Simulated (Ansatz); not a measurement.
**AlAs: levels along high-symmetry lines**

```yaml
crystal:
  lattice:
    - [0.00000, 2.83040, 2.83040]
    - [2.83040, 0.00000, 2.83040]
    - [2.83040, 2.83040, 0.00000]
  atoms:
    - { symbol: Al, position: [0.00000, 0.00000, 0.00000] }
    - { symbol: As, position: [0.75000, 0.75000, 0.75000] }
```

Atoms are numbered in the order listed.

The cell is COD entry 1540257, as deposited and not checked against the literature; nothing was relaxed.

The calculation used Ansatz 0.2.0, DFT, PBEsol, all-electron LAPW, scalar-relativistic.

Numerical set-up: a Γ-centred 10×10×10 k mesh, Fermi–Dirac smearing of 0.05 eV, basis error target 0.5 meV/atom, no spin polarisation.

Points in fractions of the reciprocal vectors of this cell: Γ (0, 0, 0), X (-0.5, -0.5, 0), U (-0.375, -0.375, 0.25), K (-0.375, 0, 0.375), L (0, 0, 0.5), W (-0.5, -0.25, 0.25). The path joins them by straight lines in the order Γ–X–U–K–Γ–L–W–X; legs that retrace an earlier one aren't tabulated. Energies are in eV from the top of the valence band.

Problem. List the levels at W between -5 and 4 eV.

Solution. -3.21, -2.85.

Problem. List the levels at Γ between -5 and 4 eV.

Solution. 0.00 (×3), 1.96.

Problem. List the levels at K between -5 and 4 eV.

Solution. -3.45, -1.81, 2.15.

Problem. What is the band gap?

Solution. 1.33 eV, indirect from Γ to X (-0.5, -0.5, 0).

Kohn–Sham gaps of semilocal functionals usually fall short of measured ones.
